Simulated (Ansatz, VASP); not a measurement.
H: VASP beside Ansatz

POSCAR

```
H
1.0
   -1.7856974441      1.7856974441      1.8471039383
    1.7856974441     -1.7856974441      1.8471039383
    1.7856974441      1.7856974441     -1.8471039383
H
2
Direct
    0.9098622900      0.9098622900      0.0000000000
    0.0901377100      0.0901377100      0.0000000000
```

Contents of INCAR.step1:

```
PREC = Accurate ; ENCUT = 520
ISMEAR = 0 ; SIGMA = 0.05
LREAL = F ; LASPH = T
NELM = 60 ; NBANDS = 8
GGA = PE ; ALGO = Normal
EDIFF = 1E-4 ; LWAVE = T
LCHARG = F
```

Contents of INCAR.step2:

```
PREC = Accurate ; ENCUT = 520
EDIFF = 1E-6 ; ISMEAR = 0
SIGMA = 0.05 ; LREAL = F
LASPH = T ; NELM = 60
ALGO = Normal ; ISIF = 2
LWAVE = F ; LCHARG = F
METAGGA = R2SCAN ; LMIXTAU = T
NBANDS = 8 ; ISTART = 1
```

KPOINTS

```
regular mesh
0
Gamma
  10 10 10
```

Input for Ansatz:

```yaml
crystal:
  lattice:
    - [-1.7856974441, 1.7856974441, 1.8471039383]
    - [1.7856974441, -1.7856974441, 1.8471039383]
    - [1.7856974441, 1.7856974441, -1.8471039383]
  atoms:
    - { symbol: H, position: [0.90986229, 0.90986229, 0.0] }
    - { symbol: H, position: [0.09013771, 0.09013771, 0.0] }
basis:
  ecutwfc: 500
kpoints:
  mp_grid: { grid: [10, 10, 10] }
hamiltonian:
  xc: r2scan
scf:
  occupations: { method: gaussian, width: 0.05 }
output:
  forces: true
  stress: true
  eigenvalues: true
```

Alike in both runs: task single point; functional r2SCAN; k mesh 10 × 10 × 10; occupations gaussian, width 0.05 eV; no spin polarisation.

|  | VASP | Ansatz |
| --- | --- | --- |
| version | VASP 6.6.1 | Ansatz 0.2.0 |
| potentials or method | VASP PAW PBE potentials, release 64 (H) | scalar-relativistic, plane waves, PAW |
| plane-wave cutoff (eV) | 520 | 500 |
| valence electrons in the cell | 2 | 2 |

```csv
,VASP,Ansatz,Ansatz less VASP
gap on the k mesh at the Fermi level (eV),10.56,10.53,-0.026
least direct gap on the mesh (eV),11.29,11.26,-0.027
pressure (GPa),5.4,5.6,+0.18
largest component of the traceless stress (GPa),10.80,10.73,-0.073
rms of the force components (eV/Å),2.061,2.043,-0.0187
```

Atom by atom the forces differ by 0.019 eV/Å (rms over components).

Caveats: the PAW data sets were made with another functional, which shifts forces and pressure a little (VASP). A k mesh can miss the band edges. r2SCAN opens gaps a little over a GGA but as a rule still falls short of measured ones.
